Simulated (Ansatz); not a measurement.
**Pt: a strain scan**

The task, for Pt: strain the cell along the Voigt pattern (0, 0, 0, 1, 0, 0).

The COD entry's cell or inner coordinates are ideal or old and differ from later refinements, so a difference from it is no clean test against experiment.

Computed with Ansatz 0.2.0 (DFT PBE, scalar-relativistic, plane waves, PAW, unless a step's input says otherwise).

## 1. The starting structure

Symmetry: Fm-3m, No. 225, cubic system. Conventional cell: a = 3.916 Å, b = 3.916 Å, c = 3.916 Å, α = 90.00°, β = 90.00°, γ = 90.00°. Around Pt (site symmetry m-3m) lie 12 Pt at 2.77 Å.

Structure file:

```
Pt
1.0
     0.00000    1.95790    1.95790
     1.95790    0.00000    1.95790
     1.95790    1.95790    0.00000
Pt
1
Direct
  0.00000 0.00000 0.00000
```

No relaxation comes first: the listed cell is the starting point.

## 2. The reference: the undisturbed cell on the scan's mesh

File input.yaml:

```yaml
crystal:
  lattice:
    - [0.0, 1.9579, 1.9579]
    - [1.9579, 0.0, 1.9579]
    - [1.9579, 1.9579, 0.0]
  atoms:
    - { symbol: Pt, position: [0.0, 0.0, 0.0] }
basis:
  ecutwfc: 420
kpoints:
  mp_grid: { grid: [10, 10, 10] }
hamiltonian:
  xc: pbe
scf:
  occupations: { method: gaussian, width: 0.15 }
output:
  forces: true
  stress: true
  eigenvalues: true
```

Run with:

```sh
$ ansatz run input.yaml --threads 1 --pin off --max-ram 2560MiB --backend cpu --events-out ev --progress --plain --runs-dir out
```

Standard output, cut to the lines that bear on the results:

```text
Warning: RAYON_NUM_THREADS=1 ignored (pool sized by the plan → 1); use --threads N
[...]
Pseudopotentials: kind: paw
Pseudopotential: Pt, paw, valence charge 18, recommended cutoff 420 eV (normal), Pt.paw.azcp
Functional definition: PBE
[...]
Crystal: 1 atoms, lattice volume = 15.011 Å³
Basis set: ecut = 420 eV, 283 PW (Γ), exchange–correlation on 40×40×40 points (8 copies of the dense FFT grid, shifted against one another)
Bands: 13, of which v1, the nominal top of the filled ones, is band 9 counted from 1 (8 counted from 0)
Symmetry: 48 space group operations
Space group: Fm-3m (ITA 225), of the structure as read, at distance tolerance 2.5e-5 Å
k-points: 47 of 1000
[...]
SCF iter   1: F=—  HF=-12522.984678 eV  |F-HF|=—  |Δ(HF+E_count)|=         —  Δρ=2.62e-3  dr2=1.39e-4  ethr=1.77e-3  ⟨swp⟩=5.0  Hψ=3222  notcnv=0
[...]
SCF iter   6: F=-12522.985328 eV  HF=-12522.985328 eV  |F-HF|=6.35e-10  |Δ(HF+E_count)|=   3.00e-8  Δρ=2.83e-6  dr2=1.05e-9  ethr=5.28e-10  ⟨swp⟩=2.3  Hψ=2074  notcnv=0
[...]
SCF converged after 6 iterations
Free energy (F): -12522.985328 eV
[...]
E sigma→0 (E₀):  -12522.976781 eV
Entropy (-TS):   -0.017094 eV (-17.094 meV/atom)
Fermi energy:    23.571324 eV
[...]
--- Forces (eV/Å), atoms counted from 1 ---
  atom   1  Pt    -0.00000000    -0.00000000     0.00000000
[...]
--- Stress (GPa, compression-positive) ---
       11.742430      -0.000000      -0.000000
        0.000000      11.742430       0.000000
        0.000000       0.000000      11.742430
  P = ⅓ Tr σ = 11.7424 GPa (117.424 kbar)
--- Band table (eV; the first three rows and the last of 47) ---
  k-point 0: bands = ["-74.9698", "-28.9627", "-28.9627", "-28.9627", "13.2652", "19.7220", "19.7220", "19.7220", "21.8982", "21.8982", "38.1560", "43.1198", "43.1198"]
[...]
```

Wall time 1.8 s (1 thread of Intel Xeon at 2.50GHz (Skylake/Cascade Lake), shared host); peak memory 0.28 GiB.

Reference values: F = -12522.9853 eV; pressure 11.74 GPa; largest force 0.000 eV/Å; gap on the mesh none (metal).

## 3. Setting up a strain scan

The cell is strained by ε times the Voigt pattern (0, 0, 0, 1, 0, 0) (xx, yy, zz, yz, xz, xy; engineering shear), with fractional coordinates fixed (clamped ions). The stress on the pattern is the sum of the stress components weighted by it, tension positive.

## 4. Point ε = -0.0600

input.yaml, as its differences from that of step 2:

```diff
@@ -2,5 +2,5 @@
   lattice:
-    - [0.0, 1.9579, 1.9579]
-    - [1.9579, 0.0, 1.9579]
-    - [1.9579, 1.9579, 0.0]
+    - [0.0, 1.899163, 1.899163]
+    - [1.9579, -0.058737, 1.9579]
+    - [1.9579, 1.9579, -0.058737]
   atoms:
```

Run with:

```sh
$ ansatz run input.yaml --threads 1 --pin off --max-ram 2560MiB --backend cpu --events-out ev --progress --plain --runs-dir out
```

Standard output, cut to the lines that bear on the results:

```text
Warning: RAYON_NUM_THREADS=1 ignored (pool sized by the plan → 1); use --threads N
[...]
Pseudopotentials: kind: paw
Pseudopotential: Pt, paw, valence charge 18, recommended cutoff 420 eV (normal), Pt.paw.azcp
Functional definition: PBE
[...]
Crystal: 1 atoms, lattice volume = 14.997 Å³
Basis set: ecut = 420 eV, 303 PW (Γ), exchange–correlation on 36×40×40 points (8 copies of the dense FFT grid, shifted against one another)
Bands: 13, of which v1, the nominal top of the filled ones, is band 9 counted from 1 (8 counted from 0)
Symmetry: 8 space group operations
Space group: Immm (ITA 71), of the structure as read, at distance tolerance 2.5e-5 Å
k-points: 171 of 1000
[...]
SCF iter   1: F=—  HF=-12522.968551 eV  |F-HF|=—  |Δ(HF+E_count)|=         —  Δρ=3.87e-3  dr2=6.43e-4  ethr=1.77e-3  ⟨swp⟩=5.0  Hψ=11954  notcnv=0
[...]
SCF iter   6: F=-12522.968941 eV  HF=-12522.968941 eV  |F-HF|=1.49e-9  |Δ(HF+E_count)|=  2.29e-10  Δρ=4.67e-6  dr2=2.76e-9  ethr=2.14e-10  ⟨swp⟩=2.0  Hψ=7620  notcnv=0
[...]
SCF converged after 6 iterations
Free energy (F): -12522.968941 eV
[...]
E sigma→0 (E₀):  -12522.959988 eV
Entropy (-TS):   -0.017905 eV (-17.905 meV/atom)
Fermi energy:    23.586319 eV
[...]
--- Forces (eV/Å), atoms counted from 1 ---
  atom   1  Pt     0.00000000     0.00000000    -0.00000000
[...]
--- Stress (GPa, compression-positive) ---
       10.668599       0.000000      -0.000000
        0.000000      13.989357       5.479153
       -0.000000       5.479153      13.989357
  P = ⅓ Tr σ = 12.8824 GPa (128.824 kbar)
--- Band table (eV; the first three rows and the last of 171) ---
  k-point 0: bands = ["-74.9492", "-28.9691", "-28.9398", "-28.9083", "13.2814", "19.3895", "19.6173", "20.1243", "21.9560", "21.9907", "38.1320", "42.2244", "43.2077"]
[...]
```

Wall time 3.3 s (1 thread of Intel Xeon at 2.50GHz (Skylake/Cascade Lake), shared host); peak memory 0.32 GiB.

## 5. At ε = 0.0450

input.yaml, as its differences from that of step 4:

```diff
@@ -2,5 +2,5 @@
   lattice:
-    - [0.0, 1.899163, 1.899163]
-    - [1.9579, -0.058737, 1.9579]
-    - [1.9579, 1.9579, -0.058737]
+    - [0.0, 2.00195275, 2.00195275]
+    - [1.9579, 0.04405275, 1.9579]
+    - [1.9579, 1.9579, 0.04405275]
   atoms:
```

Run with:

```sh
$ ansatz run input.yaml --threads 1 --pin off --max-ram 2560MiB --backend cpu --events-out ev --progress --plain --runs-dir out
```

Standard output, cut to the lines that bear on the results:

```text
Warning: RAYON_NUM_THREADS=1 ignored (pool sized by the plan → 1); use --threads N
[...]
Pseudopotentials: kind: paw
Pseudopotential: Pt, paw, valence charge 18, recommended cutoff 420 eV (normal), Pt.paw.azcp
Functional definition: PBE
[...]
Crystal: 1 atoms, lattice volume = 15.003 Å³
Basis set: ecut = 420 eV, 295 PW (Γ), exchange–correlation on 40×40×40 points (8 copies of the dense FFT grid, shifted against one another)
Bands: 13, of which v1, the nominal top of the filled ones, is band 9 counted from 1 (8 counted from 0)
Symmetry: 8 space group operations
Space group: Immm (ITA 71), of the structure as read, at distance tolerance 2.5e-5 Å
k-points: 171 of 1000
[...]
SCF iter   1: F=—  HF=-12522.975705 eV  |F-HF|=—  |Δ(HF+E_count)|=         —  Δρ=3.33e-3  dr2=3.93e-4  ethr=1.77e-3  ⟨swp⟩=5.0  Hψ=11873  notcnv=0
[...]
SCF iter   6: F=-12522.976145 eV  HF=-12522.976145 eV  |F-HF|=3.73e-9  |Δ(HF+E_count)|=   5.76e-9  Δρ=6.56e-6  dr2=6.00e-9  ethr=2.71e-10  ⟨swp⟩=2.0  Hψ=7407  notcnv=0
[...]
SCF converged after 6 iterations
Free energy (F): -12522.976145 eV
[...]
E sigma→0 (E₀):  -12522.967235 eV
Entropy (-TS):   -0.017821 eV (-17.821 meV/atom)
Fermi energy:    23.579257 eV
[...]
--- Forces (eV/Å), atoms counted from 1 ---
  atom   1  Pt     0.00000000     0.00000000    -0.00000000
[...]
--- Stress (GPa, compression-positive) ---
       11.114064       0.000000      -0.000000
        0.000000      13.025312      -4.074612
       -0.000000      -4.074612      13.025312
  P = ⅓ Tr σ = 12.3882 GPa (123.882 kbar)
--- Band table (eV; the first three rows and the last of 171) ---
  k-point 0: bands = ["-74.9581", "-28.9721", "-28.9496", "-28.9262", "13.2743", "19.4663", "19.6622", "20.0171", "21.9307", "21.9513", "38.1422", "42.4358", "43.1694"]
[...]
```

Wall time 3.5 s (1 thread of Intel Xeon at 2.50GHz (Skylake/Cascade Lake), shared host); peak memory 0.32 GiB.

## 6. Point ε = -0.0300

input.yaml, as its differences from that of step 5:

```diff
@@ -2,5 +2,5 @@
   lattice:
-    - [0.0, 2.00195275, 2.00195275]
-    - [1.9579, 0.04405275, 1.9579]
-    - [1.9579, 1.9579, 0.04405275]
+    - [0.0, 1.9285315, 1.9285315]
+    - [1.9579, -0.0293685, 1.9579]
+    - [1.9579, 1.9579, -0.0293685]
   atoms:
```

Run with:

```sh
$ ansatz run input.yaml --threads 1 --pin off --max-ram 2560MiB --backend cpu --events-out ev --progress --plain --runs-dir out
```

Standard output, cut to the lines that bear on the results:

```text
Warning: RAYON_NUM_THREADS=1 ignored (pool sized by the plan → 1); use --threads N
[...]
Pseudopotentials: kind: paw
Pseudopotential: Pt, paw, valence charge 18, recommended cutoff 420 eV (normal), Pt.paw.azcp
Functional definition: PBE
[...]
Crystal: 1 atoms, lattice volume = 15.007 Å³
Basis set: ecut = 420 eV, 295 PW (Γ), exchange–correlation on 40×40×40 points (8 copies of the dense FFT grid, shifted against one another)
Bands: 13, of which v1, the nominal top of the filled ones, is band 9 counted from 1 (8 counted from 0)
Symmetry: 8 space group operations
Space group: Immm (ITA 71), of the structure as read, at distance tolerance 2.5e-5 Å
k-points: 171 of 1000
[...]
SCF iter   1: F=—  HF=-12522.980752 eV  |F-HF|=—  |Δ(HF+E_count)|=         —  Δρ=2.92e-3  dr2=2.37e-4  ethr=1.77e-3  ⟨swp⟩=5.0  Hψ=11920  notcnv=0
[...]
SCF iter   6: F=-12522.981247 eV  HF=-12522.981247 eV  |F-HF|=1.77e-9  |Δ(HF+E_count)|=   1.43e-8  Δρ=4.67e-6  dr2=2.95e-9  ethr=4.19e-11  ⟨swp⟩=1.4  Hψ=7070  notcnv=0
[...]
SCF converged after 6 iterations
Free energy (F): -12522.981247 eV
[...]
E sigma→0 (E₀):  -12522.972481 eV
Entropy (-TS):   -0.017533 eV (-17.533 meV/atom)
Fermi energy:    23.574582 eV
[...]
--- Forces (eV/Å), atoms counted from 1 ---
  atom   1  Pt     0.00000000     0.00000000    -0.00000000
[...]
--- Stress (GPa, compression-positive) ---
       11.453106       0.000000       0.000000
        0.000000      12.320788       2.714680
        0.000000       2.714680      12.320788
  P = ⅓ Tr σ = 12.0316 GPa (120.316 kbar)
--- Band table (eV; the first three rows and the last of 171) ---
  k-point 0: bands = ["-74.9646", "-28.9718", "-28.9569", "-28.9415", "13.2692", "19.5472", "19.6951", "19.9143", "21.9126", "21.9221", "38.1498", "42.6553", "43.1419"]
[...]
```

Wall time 3.3 s (1 thread of Intel Xeon at 2.50GHz (Skylake/Cascade Lake), shared host); peak memory 0.32 GiB.

## 7. At ε = 0.0150

input.yaml, as its differences from that of step 6:

```diff
@@ -2,5 +2,5 @@
   lattice:
-    - [0.0, 1.9285315, 1.9285315]
-    - [1.9579, -0.0293685, 1.9579]
-    - [1.9579, 1.9579, -0.0293685]
+    - [0.0, 1.97258425, 1.97258425]
+    - [1.9579, 0.01468425, 1.9579]
+    - [1.9579, 1.9579, 0.01468425]
   atoms:
```

Run with:

```sh
$ ansatz run input.yaml --threads 1 --pin off --max-ram 2560MiB --backend cpu --events-out ev --progress --plain --runs-dir out
```

Standard output, cut to the lines that bear on the results:

```text
[...]
SCF converged after 6 iterations
Free energy (F): -12522.984302 eV
[...]
E sigma→0 (E₀):  -12522.975691 eV
Entropy (-TS):   -0.017224 eV (-17.224 meV/atom)
Fermi energy:    23.572048 eV
[...]
--- Forces (eV/Å), atoms counted from 1 ---
  atom   1  Pt    -0.00000000     0.00000000    -0.00000000
[...]
--- Stress (GPa, compression-positive) ---
       11.668163       0.000000      -0.000000
        0.000000      11.888846      -1.361102
       -0.000000      -1.361102      11.888846
  P = ⅓ Tr σ = 11.8153 GPa (118.153 kbar)
--- Band table (eV; the first three rows and the last of 171) ---
  k-point 0: bands = ["-74.9685", "-28.9687", "-28.9613", "-28.9537", "13.2662", "19.6324", "19.7152", "19.8160", "21.9017", "21.9042", "38.1543", "42.8832", "43.1253"]
[...]
```

It took 4 s on 1 thread of Intel Xeon at 2.50GHz (Skylake/Cascade Lake), shared host; peak memory 0.32 GiB.

## 8. At ε = 0.0525

input.yaml, as its differences from that of step 7:

```diff
@@ -2,5 +2,5 @@
   lattice:
-    - [0.0, 1.97258425, 1.97258425]
-    - [1.9579, 0.01468425, 1.9579]
-    - [1.9579, 1.9579, 0.01468425]
+    - [0.0, 2.009294875, 2.009294875]
+    - [1.9579, 0.051394875, 1.9579]
+    - [1.9579, 1.9579, 0.051394875]
   atoms:
```

Run with:

```sh
$ ansatz run input.yaml --threads 1 --pin off --max-ram 2560MiB --backend cpu --events-out ev --progress --plain --runs-dir out
```

Standard output, cut to the lines that bear on the results:

```text
Warning: RAYON_NUM_THREADS=1 ignored (pool sized by the plan → 1); use --threads N
[...]
Pseudopotentials: kind: paw
Pseudopotential: Pt, paw, valence charge 18, recommended cutoff 420 eV (normal), Pt.paw.azcp
Functional definition: PBE
[...]
Crystal: 1 atoms, lattice volume = 15.000 Å³
Basis set: ecut = 420 eV, 295 PW (Γ), exchange–correlation on 40×40×40 points (8 copies of the dense FFT grid, shifted against one another)
Bands: 13, of which v1, the nominal top of the filled ones, is band 9 counted from 1 (8 counted from 0)
Symmetry: 8 space group operations
Space group: Immm (ITA 71), of the structure as read, at distance tolerance 2.5e-5 Å
k-points: 171 of 1000
[...]
SCF iter   1: F=—  HF=-12522.972410 eV  |F-HF|=—  |Δ(HF+E_count)|=         —  Δρ=3.59e-3  dr2=5.09e-4  ethr=1.77e-3  ⟨swp⟩=5.0  Hψ=11919  notcnv=0
[...]
SCF iter   6: F=-12522.972813 eV  HF=-12522.972813 eV  |F-HF|=2.24e-9  |Δ(HF+E_count)|=   7.84e-9  Δρ=5.24e-6  dr2=3.70e-9  ethr=2.87e-10  ⟨swp⟩=2.1  Hψ=7661  notcnv=0
[...]
SCF converged after 6 iterations
Free energy (F): -12522.972813 eV
[...]
E sigma→0 (E₀):  -12522.963866 eV
Entropy (-TS):   -0.017895 eV (-17.895 meV/atom)
Fermi energy:    23.582467 eV
[...]
--- Forces (eV/Å), atoms counted from 1 ---
  atom   1  Pt     0.00000000     0.00000000    -0.00000000
[...]
--- Stress (GPa, compression-positive) ---
       10.903474       0.000000       0.000000
        0.000000      13.475163      -4.767497
        0.000000      -4.767497      13.475163
  P = ⅓ Tr σ = 12.6179 GPa (126.179 kbar)
--- Band table (eV; the first three rows and the last of 171) ---
  k-point 0: bands = ["-74.9540", "-28.9710", "-28.9450", "-28.9176", "13.2776", "19.4274", "19.6411", "20.0701", "21.9425", "21.9698", "38.1374", "42.3292", "43.1873"]
[...]
```

Wall time 3.9 s (1 thread of Intel Xeon at 2.50GHz (Skylake/Cascade Lake), shared host); peak memory 0.32 GiB.

## 9. ε = 0.0375

input.yaml, as its differences from that of step 8:

```diff
@@ -2,5 +2,5 @@
   lattice:
-    - [0.0, 2.009294875, 2.009294875]
-    - [1.9579, 0.051394875, 1.9579]
-    - [1.9579, 1.9579, 0.051394875]
+    - [0.0, 1.994610625, 1.994610625]
+    - [1.9579, 0.036710625, 1.9579]
+    - [1.9579, 1.9579, 0.036710625]
   atoms:
```

Run with:

```sh
$ ansatz run input.yaml --threads 1 --pin off --max-ram 2560MiB --backend cpu --events-out ev --progress --plain --runs-dir out
```

Standard output, cut to the lines that bear on the results:

```text
[...]
SCF converged after 6 iterations
Free energy (F): -12522.978954 eV
[...]
E sigma→0 (E₀):  -12522.970107 eV
Entropy (-TS):   -0.017694 eV (-17.694 meV/atom)
Fermi energy:    23.576607 eV
[...]
--- Forces (eV/Å), atoms counted from 1 ---
  atom   1  Pt     0.00000000    -0.00000000    -0.00000000
[...]
--- Stress (GPa, compression-positive) ---
       11.297955       0.000000       0.000000
        0.000000      12.639785      -3.392277
        0.000000      -3.392277      12.639785
  P = ⅓ Tr σ = 12.1925 GPa (121.925 kbar)
--- Band table (eV; the first three rows and the last of 171) ---
  k-point 0: bands = ["-74.9617", "-28.9723", "-28.9536", "-28.9343", "13.2715", "19.5062", "19.6802", "19.9651", "21.9208", "21.9354", "38.1464", "42.5445", "43.1543"]
[...]
```

It took 3.8 s on 1 thread of Intel Xeon at 2.50GHz (Skylake/Cascade Lake), shared host; peak memory 0.32 GiB.

## 10. At ε = 0.0225

input.yaml, as its differences from that of step 9:

```diff
@@ -2,5 +2,5 @@
   lattice:
-    - [0.0, 1.994610625, 1.994610625]
-    - [1.9579, 0.036710625, 1.9579]
-    - [1.9579, 1.9579, 0.036710625]
+    - [0.0, 1.979926375, 1.979926375]
+    - [1.9579, 0.022026375, 1.9579]
+    - [1.9579, 1.9579, 0.022026375]
   atoms:
```

Run with:

```sh
$ ansatz run input.yaml --threads 1 --pin off --max-ram 2560MiB --backend cpu --events-out ev --progress --plain --runs-dir out
```

Standard output, cut to the lines that bear on the results:

```text
[...]
SCF converged after 6 iterations
Free energy (F): -12522.983031 eV
[...]
E sigma→0 (E₀):  -12522.974348 eV
Entropy (-TS):   -0.017367 eV (-17.367 meV/atom)
Fermi energy:    23.573074 eV
[...]
--- Forces (eV/Å), atoms counted from 1 ---
  atom   1  Pt     0.00000000     0.00000000    -0.00000000
[...]
--- Stress (GPa, compression-positive) ---
       11.577066       0.000000       0.000000
        0.000000      12.069460      -2.038830
        0.000000      -2.038830      12.069460
  P = ⅓ Tr σ = 11.9053 GPa (119.053 kbar)
--- Band table (eV; the first three rows and the last of 171) ---
  k-point 0: bands = ["-74.9669", "-28.9706", "-28.9594", "-28.9480", "13.2675", "19.5892", "19.7068", "19.8646", "21.9063", "21.9117", "38.1524", "42.7682", "43.1322"]
[...]
```

Wall time 3 s (1 thread of Intel Xeon at 2.50GHz (Skylake/Cascade Lake), shared host); peak memory 0.32 GiB.

## 11. At ε = 0.0075

input.yaml, as its differences from that of step 10:

```diff
@@ -2,5 +2,5 @@
   lattice:
-    - [0.0, 1.979926375, 1.979926375]
-    - [1.9579, 0.022026375, 1.9579]
-    - [1.9579, 1.9579, 0.022026375]
+    - [0.0, 1.965242125, 1.965242125]
+    - [1.9579, 0.007342125, 1.9579]
+    - [1.9579, 1.9579, 0.007342125]
   atoms:
```

Run with:

```sh
$ ansatz run input.yaml --threads 1 --pin off --max-ram 2560MiB --backend cpu --events-out ev --progress --plain --runs-dir out
```

Standard output, cut to the lines that bear on the results:

```text
[...]
SCF converged after 6 iterations
Free energy (F): -12522.985067 eV
[...]
E sigma→0 (E₀):  -12522.976503 eV
Entropy (-TS):   -0.017127 eV (-17.127 meV/atom)
Fermi energy:    23.571506 eV
[...]
--- Forces (eV/Å), atoms counted from 1 ---
  atom   1  Pt    -0.00000000     0.00000000    -0.00000000
[...]
--- Stress (GPa, compression-positive) ---
       11.724179      -0.000000       0.000000
       -0.000000      11.779780      -0.681516
        0.000000      -0.681516      11.779780
  P = ⅓ Tr σ = 11.7612 GPa (117.612 kbar)
--- Band table (eV; the first three rows and the last of 171) ---
  k-point 0: bands = ["-74.9695", "-28.9660", "-28.9623", "-28.9585", "13.2654", "19.6767", "19.7203", "19.7685", "21.8991", "21.8997", "38.1555", "43.0004", "43.1212"]
[...]
```

It took 3.5 s on 1 thread of Intel Xeon at 2.50GHz (Skylake/Cascade Lake), shared host; peak memory 0.32 GiB.

## 12. The scan collected

All points in order; energies are free energies above the reference cell:

| ε | ΔE (meV/atom) | stress on the pattern (GPa) | pressure (GPa) |
| --- | --- | --- | --- |
| -0.0600 | 16.4 | -5.48 | 12.9 |
| -0.0300 | 4.1 | -2.71 | 12.0 |
| 0.0000 | 0.0 | 0.00 | 11.7 |
| 0.0075 | 0.3 | 0.68 | 11.8 |
| 0.0150 | 1.0 | 1.36 | 11.8 |
| 0.0225 | 2.3 | 2.04 | 11.9 |
| 0.0375 | 6.4 | 3.39 | 12.2 |
| 0.0450 | 9.2 | 4.07 | 12.4 |
| 0.0525 | 12.5 | 4.77 | 12.6 |

Not run, since symmetry makes them alike: 0.0600 repeats -0.0600, -0.0450 repeats 0.0450, 0.0300 repeats -0.0300, -0.0150 repeats 0.0150. Energy, pressure and gap are the same there.

## 13. Summary of results

```
                                                              quantity   value
slope of the stress at ε = 0, from the points at -0.0300, 0 and 0.0075  91 GPa
```

**Reading.** Cutoff, mesh or smearing here differ from converged choices, so read the numbers with care. From the stress slope, C44 is about 91 GPa with the ions clamped. The step is wide, so higher orders mix in. The reference stands under 11.7 GPa, so this is no zero-stress constant. The undisturbed cell stays the lowest of the sampled points. The runs treat Pt without spin-orbit coupling.
